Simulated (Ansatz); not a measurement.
# Cu16SbO7: the cost of one run

Computed with Ansatz 0.2.0 (DFT, PBE, plane-wave PAW, default files, scalar-relativistic, as far as a step names no other, unless a step's input says otherwise).

The COD entry's cell or inner coordinates are ideal or old and differ from later refinements, so a difference from it is no clean test against experiment.

## Step 1: Starting point

The structure is cubic, space group I-43m (No. 217). The conventional cell has a = 8.520 Å, b = 8.520 Å, c = 8.520 Å, α = 90.00°, β = 90.00°, γ = 90.00°. Cu (site symmetry 3m) is surrounded by 1 Sb at 1.84 Å and 1 O at 1.84 Å. Cu (site symmetry m) has 2 O at 1.84 Å as nearest neighbours. Sb (site symmetry -43m) has 4 Cu at 1.84 Å as nearest neighbours. O (site symmetry -42m) is surrounded by 4 Cu at 1.84 Å. Around O (site symmetry 3m) lie 4 Cu at 1.84 Å.

As a file:

```cif
data_structure
_symmetry_space_group_name_H-M 'I-43m'
_symmetry_Int_Tables_number 217
_cell_length_a 8.5200
_cell_length_b 8.5200
_cell_length_c 8.5200
_cell_angle_alpha 90.000
_cell_angle_beta 90.000
_cell_angle_gamma 90.000
_cell_volume 618.47
loop_
_atom_site_label
_atom_site_type_symbol
_atom_site_symmetry_multiplicity
_atom_site_Wyckoff_symbol
_atom_site_fract_x
_atom_site_fract_y
_atom_site_fract_z
_atom_site_occupancy
Cu1 Cu 8 c 0.12500 0.12500 0.12500 1
Cu2 Cu 24 g 0.12500 0.12500 0.62500 1
Sb1 Sb 2 a 0.00000 0.00000 0.00000 1
O1 O 6 b 0.00000 0.00000 0.50000 1
O2 O 8 c 0.25000 0.25000 0.25000 1
```

Atom 17 of the input is the impurity.

## Step 2: Single point at the given positions

File input.yaml:

```yaml
crystal:
  lattice:
    - [-4.26, 4.26, 4.26]
    - [4.26, -4.26, 4.26]
    - [4.26, 4.26, -4.26]
  atoms:
    - { symbol: Cu, position: [0.25, 0.25, 0.25] }
    - { symbol: Cu, position: [0.75, 0.75, 0.25] }
    - { symbol: Cu, position: [0.75, 0.25, 0.75] }
    - { symbol: Cu, position: [0.25, 0.75, 0.75] }
    - { symbol: Cu, position: [0.75, 0.5, 0.5] }
    - { symbol: Cu, position: [0.25, 0.0, 0.5] }
    - { symbol: Cu, position: [0.25, 0.5, 0.0] }
    - { symbol: Cu, position: [0.75, 0.0, 0.0] }
    - { symbol: Cu, position: [0.5, 0.5, 0.75] }
    - { symbol: Cu, position: [0.0, 0.0, 0.75] }
    - { symbol: Cu, position: [0.0, 0.5, 0.25] }
    - { symbol: Cu, position: [0.5, 0.0, 0.25] }
    - { symbol: Cu, position: [0.5, 0.75, 0.5] }
    - { symbol: Cu, position: [0.0, 0.25, 0.5] }
    - { symbol: Cu, position: [0.0, 0.75, 0.0] }
    - { symbol: Cu, position: [0.5, 0.25, 0.0] }
    - { symbol: Sb, position: [0.0, 0.0, 0.0], spin: 1.0 }
    - { symbol: O, position: [0.5, 0.5, 0.0] }
    - { symbol: O, position: [0.5, 0.0, 0.5] }
    - { symbol: O, position: [0.0, 0.5, 0.5] }
    - { symbol: O, position: [0.5, 0.5, 0.5] }
    - { symbol: O, position: [0.0, 0.0, 0.5] }
    - { symbol: O, position: [0.0, 0.5, 0.0] }
    - { symbol: O, position: [0.5, 0.0, 0.0] }
magnetization:
  spin_polarized: true
kpoints:
  mp_grid: { grid: [3, 3, 3] }
scf:
  occupations: { method: fermi_dirac, width: 0.01 }
hamiltonian:
  xc: pbe
  pseudopotentials: { kind: paw }
output:
  forces: true
  stress: true
  populations: true
  efg:
    quadrupole_moments_barn: { Cu: -0.22, Sb: -0.543, O: -0.02558 }
    contact_densities: true
```

Started as:

```
ansatz run input.yaml --threads 1 --pin off --max-ram 3072MiB --backend cpu --events-out ev --progress --plain --runs-dir out
```

**Question.** How long does this run take on 1 thread of Arm Neoverse V2, shared host, and how much memory does it need?

About 2.1 min, with a peak of 1.1 GiB.
